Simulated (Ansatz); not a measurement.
# C: random displacements

Level of theory: DFT LDA, scalar-relativistic, plane waves, PAW in Ansatz 0.2.0. Cutoff 420 eV, Γ-centred 6×6×6 k-points, Gaussian smearing of 0.05 eV. No spin polarisation. Energies are free energies at this smearing, counted from the undisturbed cell; pressure is positive in compression.

Reference structure (as given, not relaxed at this level):

```
CELL_PARAMETERS angstrom
2.45605 -1.41800 3.34701
0.00000 2.83601 3.34701
-2.45605 -1.41800 3.34701
ATOMIC_POSITIONS crystal
C 0.16400 0.16400 0.16400
C 0.66400 0.16400 0.66400
C 0.16400 0.66400 0.66400
C 0.66400 0.66400 0.16400
C 0.83600 0.83600 0.83600
C 0.33600 0.83600 0.33600
C 0.83600 0.33600 0.33600
C 0.33600 0.33600 0.83600
```

The cell holds layers and no dispersion correction was added, so their binding is poorly described.

The atoms are displaced (Å, in the unstrained cell):

```
atom ux uy uz
  C1   0.001   0.017   0.017
  C2   0.015  -0.007   0.042
  C3  -0.028  -0.016   0.031
  C4  -0.016   0.025  -0.033
  C5   0.039  -0.015  -0.036
  C6   0.033  -0.013  -0.029
  C7   0.006  -0.017  -0.024
  C8  -0.049   0.027   0.031
```

Strain (Voigt, engineering shear): (0.0076, -0.0178, 0.0056, -0.0089, 0.0152, 0.0242).

(1) What are the energy change, the stress and the forces?

Results:

(1) ΔE = 57.9 meV/atom; stress (xx, yy, zz, yz, xz, xy; compression positive) (-5.96, 14.52, -0.70, -0.23, -0.05, -13.52) GPa; gap on the mesh 0.24 eV.
| atom | Fx (eV/Å) | Fy | Fz |
| --- | --- | --- | --- |
| C1 | -0.08 | -1.36 | 0.45 |
| C2 | -1.05 | 0.80 | 0.08 |
| C3 | 3.35 | 1.39 | 0.18 |
| C4 | 2.87 | -2.11 | 0.90 |
| C5 | -3.53 | 1.49 | -0.23 |
| C6 | -3.15 | 1.19 | -0.24 |
| C7 | -1.18 | 1.39 | -0.36 |
| C8 | 2.77 | -2.78 | -0.78 |

Cost: 1 run of about 0.34 core-minutes, on Intel Xeon Platinum 8259CL (Skylake/Cascade Lake) (shared hosts).